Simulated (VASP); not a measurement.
# Pd (Im-3m) in VASP: further runs

Aim: see how the results for Pd move with the level of theory and the settings. Levels: PBEsol, LDA, PBE. Tasks: relaxation of cell and atoms.

Program: VASP 6.6.1. These are calculated values, not measurements. Logs are shortened: lines on timing, memory, paths and dates and some standing lists are left out, and cuts for length are marked.

### Step 1. Starting point

The structure is cubic, space group Im-3m (No. 229). The conventional cell has a = 3.086 Å, b = 3.086 Å, c = 3.086 Å, α = 90.00°, β = 90.00°, γ = 90.00°. Pd (site symmetry m-3m) is surrounded by 8 Pd at 2.67 Å.

This isn't the form of Pd at room conditions, which is fcc.

### Step 2. Relaxation of cell and atoms, PBEsol

Contents of INCAR:

```
PREC = Accurate ; ENCUT = 600
EDIFF = 1E-7 ; ISMEAR = 0
SIGMA = 0.1 ; LREAL = False
LASPH = True ; NELM = 60
ALGO = Fast ; ISIF = 3
LWAVE = False ; LCHARG = False
GGA = PS ; IBRION = 2
NSW = 90 ; EDIFFG = -0.005
```

Contents of KPOINTS:

```
Automatic mesh
0
Gamma
  18 18 18
```

Contents of POSCAR:

```
Pd
1.0
   -1.5431889800      1.5431889800      1.5431889800
    1.5431889800     -1.5431889800      1.5431889800
    1.5431889800      1.5431889800     -1.5431889800
Pd
1
Direct
    0.0000000000      0.0000000000      0.0000000000
```

Potentials or basis: VASP PAW PBE potentials, release 64 (Pd).

On the command line:

```console
$ cat potpaw_PBE.64/Pd/POTCAR > POTCAR
$ mpirun -np 1 vasp_std > vasp.out
```

OUTCAR:

```text
PREC = Accurate
   ENCUT = 600
   EDIFF = 1E-7
   ISMEAR = 0
   LREAL = False
   LASPH = True
   NELM = 60
   ISIF = 3
   GGA = PS
   IBRION = 2
   NSW = 90
   EDIFFG = -0.005

 ion  position               nearest neighbor table
   1  0.000  0.000  0.000-

  LATTYP: Found a body centered cubic cell.
 ALAT       =     3.0863779600

  Lattice vectors:

 A1 = (  -1.5431889800,   1.5431889800,   1.5431889800)
 A2 = (   1.5431889800,  -1.5431889800,   1.5431889800)
 A3 = (   1.5431889800,   1.5431889800,  -1.5431889800)

Analysis of symmetry for initial positions (statically):
=====================================================================
 Subroutine PRICEL returns:
 Original cell was already a primitive cell.

 Routine SETGRP: Setting up the symmetry group for a
 body centered cubic supercell.

 Subroutine GETGRP returns: Found 48 space group operations
 (whereof 48 operations were pure point group operations)
 out of a pool of 48 trial point group operations.

The static configuration has the point symmetry O_h .

Analysis of symmetry for dynamics (positions and initial velocities):
=====================================================================
 Subroutine PRICEL returns:
 Original cell was already a primitive cell.

 Routine SETGRP: Setting up the symmetry group for a
 body centered cubic supercell.

 Subroutine GETGRP returns: Found 48 space group operations
 (whereof 48 operations were pure point group operations)
 out of a pool of 48 trial point group operations.

The dynamic configuration has the point symmetry O_h .

 Subroutine INISYM returns: Found 48 space group operations
 (whereof 48 operations are pure point group operations),
 and found     1 'primitive' translations

----------------------------------------------------------------------------------------

                                     Primitive cell

  volume of cell :      14.7000

  direct lattice vectors                    reciprocal lattice vectors
    -1.543188980  1.543188980  1.543188980     0.000000000  0.324004387  0.324004387
     1.543188980 -1.543188980  1.543188980     0.324004387  0.000000000  0.324004387
     1.543188980  1.543188980 -1.543188980     0.324004387  0.324004387  0.000000000

  length of vectors
     2.672881719  2.672881719  2.672881719     0.458211399  0.458211399  0.458211399

  position of ions in fractional coordinates (direct lattice)
[... 91 lines left out ...]
   EFERMI =   0.00;   METHOD = LEGACY
   ISMEAR =     0;   SIGMA  =   0.10  broadening in eV -4-tet -1-fermi 0-gaus
   EFERMI_NEDOS =   21; number of points for ismear=-14 and -15
   IALGO  =     68    algorithm
   IMIX   =      4    mixing-type and parameters
     AMIX     =   0.40;   BMIX     =  1.00
     AMIX_MAG =   1.60;   BMIX_MAG =  1.00
  volume/ion in A,a.u.               =      14.70        99.20
  Fermi-wavevector in a.u.,A,eV,Ry     =   1.439801  2.720829 28.205233  2.073026
  Thomas-Fermi vector in A             =   2.558616
   LORBIT       =      0    0 simple, 1 ext, 2 COOP (PROOUT), +10 PAW based schemes
   GGA     = PS    functional components
   LHFCALC =     F    Hartree Fock is set to
   AEXX    =    0.0000 exact exchange contribution
   IVDW    =     0    specifies the selected vdW correction
   LEPSILON=     F    determine dielectric tensor
   LRPA    =     F    only Hartree local field effects (RPA)
 conjugate gradient relaxation of ions
 non-spin polarized calculation
 RMM-DIIS sequential band-by-band and
 Gauss-broadening in eV      SIGMA  =   0.10
  energy-cutoff  :      600.00
  volume of cell :       14.70
 maximum number of plane-waves:       500
 NGX is ok and might be reduce to    24
   NGX = 11   NGY = 11   NGZ = 11

--------------------------------------- Ionic step        1  -------------------------------------------

 number of electron      10.0000000 magnetization

 number of electron       9.9999998 magnetization

 Free energy of the ion-electron system (eV)
  ---------------------------------------------------
  ext. energy  EPLUGINS =         0.00000000
  ---------------------------------------------------
  free energy    TOTEN  =        -5.91283953 eV

  energy without entropy =       -5.90690795  energy(sigma->0) =       -5.90987374

------------------------ aborting loop because EDIFF is reached ----------------------------------------

  FORCE on cell =-STRESS in cart. coord.  units (eV):
  Direction    XX          YY          ZZ          XY          YZ          ZX
  --------------------------------------------------------------------------------------
  -------------------------------------------------------------------------------------
  Total       -0.0864225     -0.0864225     -0.0864225     -0.0000000     -0.0000000     -0.0000000
  in kB       -9.4193344     -9.4193344     -9.4193344     -0.0000000     -0.0000000     -0.0000000
  external PRESSURE =      -9.4193344 kB  Pullay stress =       0.0000000 kB
[... 57 lines left out ...]
--------------------------------------- Ionic step        3  -------------------------------------------

 number of electron       9.9999998 magnetization

 Free energy of the ion-electron system (eV)
  ---------------------------------------------------
  ext. energy  EPLUGINS =         0.00000000
  ---------------------------------------------------
  free energy    TOTEN  =        -5.91304202 eV

  energy without entropy =       -5.90714956  energy(sigma->0) =       -5.91009579

 E-fermi :   9.7582     XC(G=0): -13.4253

 val. band max:        9.7431715935   @ k =  -0.4444  -0.4444   0.3333
 cond. band min:       9.7660918968   @ k =   0.5000   0.5000   0.4444
 fundamental gap:      0.0229203033
 Fermi energy:         9.7581872313

 k-point     1 :       0.0000    0.0000    0.0000
  band No.  band energies     occupation
      1       2.4623      2.00000
      2       6.7391      2.00000
      3       6.7391      2.00000
      4       6.7391      2.00000
      5       8.7884      2.00000
      6       8.7884      2.00000
      7      29.0969      0.00000
      8      29.0969      0.00000
      9      29.0969      0.00000
[... 265 lines left out ...]
 k-point    24 :       0.3889    0.1111    0.0000
  band No.  band energies     occupation
      1       4.6272      2.00000
      2       5.6262      2.00000
      3       8.2962      2.00000
      4       8.6761      2.00000
      5       9.4949      1.99980
      6      12.1911      0.00000
      7      18.4580      0.00000
      8      24.4738      0.00000
      9      26.9380      0.00000

 [... further k-points ...]
[... 5 lines left out ...]
  --------------------------------------------------------------------------------------
  -------------------------------------------------------------------------------------
  Total        0.0013521      0.0013521      0.0013521     -0.0000000      0.0000000     -0.0000000
  in kB        0.1480663      0.1480663      0.1480663     -0.0000000      0.0000000     -0.0000000
  external PRESSURE =       0.1480663 kB  Pullay stress =       0.0000000 kB
[... 16 lines left out ...]
  FREE ENERGIE OF THE ION-ELECTRON SYSTEM (eV)
  ---------------------------------------------------
  free  energy   TOTEN  =        -5.9130420181 eV

  energy  without entropy=       -5.9071495572  energy(sigma->0) =       -5.91009579

 reached required accuracy - stopping structural energy minimisation
```

OSZICAR:

```text
N       E                     dE             d eps       ncg     rms          rms(c)
DAV:   1     0.432571692618E+02    0.43257E+02   -0.58015E+03  3510   0.118E+03
[... 26 lines left out ...]
RMM:   2    -0.591309192048E+01    0.73635E-02   -0.13764E-02  3510   0.128E+00    0.148E-01
RMM:   3    -0.591304307073E+01    0.48850E-04   -0.26114E-04  3510   0.187E-01    0.881E-02
RMM:   4    -0.591304076179E+01    0.23089E-05   -0.62214E-05  3510   0.894E-02    0.438E-03
RMM:   5    -0.591304144603E+01   -0.68424E-06   -0.43729E-06  3507   0.208E-02    0.234E-03
RMM:   6    -0.591304178326E+01   -0.33723E-06   -0.82250E-07  3268   0.844E-03    0.217E-03
RMM:   7    -0.591304209273E+01   -0.30947E-06   -0.45457E-07  3231   0.656E-03    0.119E-03
RMM:   8    -0.591304201815E+01    0.74588E-07   -0.14509E-07  2566   0.379E-03
   3 F= -.59130420E+01 E0= -.59100958E+01  d E =-.202490E-03
```

CONTCAR:

```text
Pd
   1.00000000000000
    -1.5407693169900660    1.5407693169900660    1.5407693169900660
     1.5407693169900660   -1.5407693169900660    1.5407693169900660
     1.5407693169900660    1.5407693169900660   -1.5407693169900660
  Pd
     1
Direct
     0.0000000000000000    0.0000000000000000    0.0000000000000000

  0.00000000E+00  0.00000000E+00  0.00000000E+00
```

Wall time 56 s (1 thread of Intel Xeon Platinum 8488C (Sapphire Rapids), shared host); peak memory 0.17 GiB.

Results:

```yaml
Free_energy: -5.9130 eV
Relaxed_volume: 14.63 Å³/atom
Relaxed_cell: a = 2.669 Å, b = 2.669 Å, c = 2.669 Å, α = 109.47°, β = 109.47°, γ = 109.47°
Space_group_after_relaxing_to_0.05_Å: Im-3m (No. 229)
Energy_gained_by_relaxing: 0.2 meV/atom
Ionic_steps: 3
Pressure_after_relaxing: 0.0 GPa
Band_gap_on_the_k_mesh: none (metal or under the smearing width)
```

Step by step:
```
step  energy change (eV)  largest force (eV/Å)  pressure (GPa)  volume (Å³)
   1              0.0000                0.0000           -0.94        14.70
   2              0.0004                0.0000            1.61        14.52
   3             -0.0002                0.0000            0.01        14.63
```

Final structure:
```xyz
1
Lattice="-1.5408 1.5408 1.5408 1.5408 -1.5408 1.5408 1.5408 1.5408 -1.5408" Properties=species:S:1:pos:R:3 pbc="T T T"
Pd    0.0000    0.0000    0.0000
```

Levels at points of the mesh, in eV from the Fermi level:
```
           k point  band 2  band 3  band 4  band 5  band 6  band 7  band 8  band 9
(0.00, 0.00, 0.00)   -3.02   -3.02   -3.02   -0.97   -0.97   19.34   19.34   19.34
(0.50, 0.00, 0.00)   -4.25   -1.05   -0.72    0.62    1.29    7.98   15.10   17.87
(0.50, 0.50, 0.50)   -5.35    0.23    0.23    0.23    9.18    9.18    9.18   17.81
```

Caveat: the PAW data sets were made with another functional, which shifts forces and pressure a little.

### Step 3. Relaxation of cell and atoms, LDA

INCAR: that of step 2 with these lines changed.

```diff
@@ -6,3 +6,3 @@
 LWAVE = False ; LCHARG = False
-GGA = PS ; IBRION = 2
-NSW = 90 ; EDIFFG = -0.005
+IBRION = 2 ; NSW = 90
+EDIFFG = -0.005
```

KPOINTS is that of step 2.

POSCAR is that of step 2.

Potentials or basis: VASP PAW LDA potentials, release 64 (Pd).

On the command line:

```console
$ cat potpaw_LDA.64/Pd/POTCAR > POTCAR
$ mpirun -np 1 vasp_std > vasp.out
```

It took 52 s on 1 thread of Intel Xeon Platinum 8488C (Sapphire Rapids), shared host; peak memory 0.17 GiB.

The run converged. Its results:

| Quantity | Value |
| --- | --- |
| Free energy | -6.4431 eV |
| Relaxed volume | 14.26 Å³/atom |
| Relaxed cell | a = 2.646 Å, b = 2.646 Å, c = 2.646 Å, α = 109.47°, β = 109.47°, γ = 109.47° |
| Space group after relaxing (to 0.05 Å) | Im-3m (No. 229) |
| Energy gained by relaxing | 8.6 meV/atom |
| Ionic steps | 4 |
| Pressure after relaxing | 0.0 GPa |
| Band gap on the k mesh | none (metal or under the smearing width) |

The path:
```tsv
step	energy change (eV)	largest force (eV/Å)	pressure (GPa)	volume (Å³)
1	0.0000	0.0000	-6.13	14.70
2	0.0203	0.0000	13.40	13.54
3	-0.0086	0.0000	-0.12	14.27
4	-0.0086	0.0000	0.00	14.26
```

Final structure:
```
CELL_PARAMETERS angstrom
-1.52778 1.52778 1.52778
1.52778 -1.52778 1.52778
1.52778 1.52778 -1.52778
ATOMIC_POSITIONS crystal
Pd 0.00000 0.00000 0.00000
```

Levels at points of the mesh, in eV from the Fermi level:
```tsv
k point	band 2	band 3	band 4	band 5	band 6	band 7	band 8	band 9
(0.00, 0.00, 0.00)	-3.16	-3.16	-3.16	-1.01	-1.01	19.37	19.37	19.37
(0.50, 0.00, 0.00)	-4.44	-1.09	-0.75	0.66	1.26	8.19	15.15	18.04
(0.50, 0.50, 0.50)	-5.58	0.24	0.24	0.24	9.25	9.25	9.25	18.20
```

### Step 4. Relaxation of cell and atoms, PBE

INCAR: that of step 3 with these lines changed.

```diff
@@ -6,3 +6,3 @@
 LWAVE = False ; LCHARG = False
-IBRION = 2 ; NSW = 90
-EDIFFG = -0.005
+GGA = PE ; IBRION = 2
+NSW = 90 ; EDIFFG = -0.005
```

KPOINTS is that of step 3.

POSCAR is that of step 3.

Potentials or basis: VASP PAW PBE potentials, release 64 (Pd).

On the command line:

```console
$ cat potpaw_PBE.64/Pd/POTCAR > POTCAR
$ mpirun -np 1 vasp_std > vasp.out
```

Wall time 52 s (1 thread of Intel Xeon Platinum 8488C (Sapphire Rapids), shared host); peak memory 0.17 GiB.

It converged, with:

```yaml
Free_energy: -5.1784 eV
Relaxed_volume: 15.40 Å³/atom
Relaxed_cell: a = 2.715 Å, b = 2.715 Å, c = 2.715 Å, α = 109.47°, β = 109.47°, γ = 109.47°
Space_group_after_relaxing_to_0.05_Å: Im-3m (No. 229)
Energy_gained_by_relaxing: 18.3 meV/atom
Ionic_steps: 4
Pressure_after_relaxing: 0.0 GPa
Band_gap_on_the_k_mesh: none (metal or under the smearing width)
```

The path:
```csv
step,energy change (eV),largest force (eV/Å),pressure (GPa),volume (Å³)
1,0.0000,0.0000,8.80,14.70
2,0.0154,0.0000,-9.24,16.49
3,-0.0183,0.0000,-0.09,15.41
4,-0.0183,0.0000,0.03,15.40
```

Final structure:
```yaml
crystal:
  lattice:
    - [-1.56731, 1.56731, 1.56731]
    - [1.56731, -1.56731, 1.56731]
    - [1.56731, 1.56731, -1.56731]
  atoms:
    - { symbol: Pd, position: [0.00000, 0.00000, 0.00000] }
```

Levels at points of the mesh, in eV from the Fermi level:
```csv
k point,band 3,band 4,band 5,band 6,band 7,band 8
"(0.00, 0.00, 0.00)",-2.77,-2.77,-0.90,-0.90,19.30,19.30
"(0.50, 0.00, 0.00)",-0.97,-0.68,0.56,1.49,7.61,15.05
"(0.50, 0.50, 0.50)",0.20,0.20,0.20,9.10,9.10,9.10
```

### Step 5. Overview

```tsv
level	potentials or basis	gap on the mesh (eV)	pressure (GPa)	relaxed volume (Å³/atom)
PBEsol	VASP PAW PBE potentials, release 64 (Pd)	none	0.0	14.63
LDA	VASP PAW LDA potentials, release 64 (Pd)	none	0.0	14.26
PBE	VASP PAW PBE potentials, release 64 (Pd)	none	0.0	15.40
```

Alike in all rows: task relaxation of cell and atoms; no spin polarisation; cell relaxed; k mesh 18 × 18 × 18; cutoff (eV) 600; smearing gaussian 0.1 eV.

Caveats: the PAW data sets were made with another functional, which shifts forces and pressure a little (some runs).

Absolute energies hang on the potentials; compare differences alone.
